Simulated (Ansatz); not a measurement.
Tl:

```xyz
2
Lattice="3.4560 0.0000 0.0000 -1.7280 2.9930 0.0000 0.0000 0.0000 5.5250" Properties=species:S:1:pos:R:3 pbc="T T T"
Tl    1.7280    0.9977    4.1438
Tl    0.0000    1.9953    1.3813
```

| Property | Result |
| --- | --- |
| Program | Ansatz 0.2.0 |
| Task | single point |
| Functional | PBEsol |
| Potentials or basis | Ansatz PAW |
| Cutoff | 420 eV (not typed: the program's choice for these potentials) |
| k mesh | 9 × 9 × 5 |
| Occupations | fermi-dirac, width 0.05 eV |
| Spin | no spin polarisation |

On this cell: pressure 0.2 GPa; largest force under 0.003 eV/Å; band gap on the k mesh none (metal or under the smearing width).

The same run follows on a disturbed copy (atoms moved at random, drawn with an rms of 0.05 Å):

```
Tl
1.0
     3.45600    0.00000    0.00000
    -1.72800    2.99298    0.00000
     0.00000    0.00000    5.52500
Tl
2
Cartesian
  1.7545 0.9567 4.0954
  -0.0081 1.9836 1.3419
```

Problem. What changes?

Solution. The energy (extrapolated to zero smearing) moves by +0.1 meV/atom; pressure 0.2 GPa; largest force 0.027 eV/Å; band gap on the k mesh none (metal or under the smearing width).

Forces in eV/Å, atoms in the order of the input:
```
Tl  -0.006  0.006  0.025
Tl   0.006 -0.006 -0.025
```

Stress tensor (GPa, compression positive):
```
-0.33  0.15  0.00
 0.15 -0.08  0.00
 0.00  0.00  1.09
```

Caveats: the PAW data sets come from PBE, with cores solved anew for the run's functional, which leaves a small shift of forces and pressure.
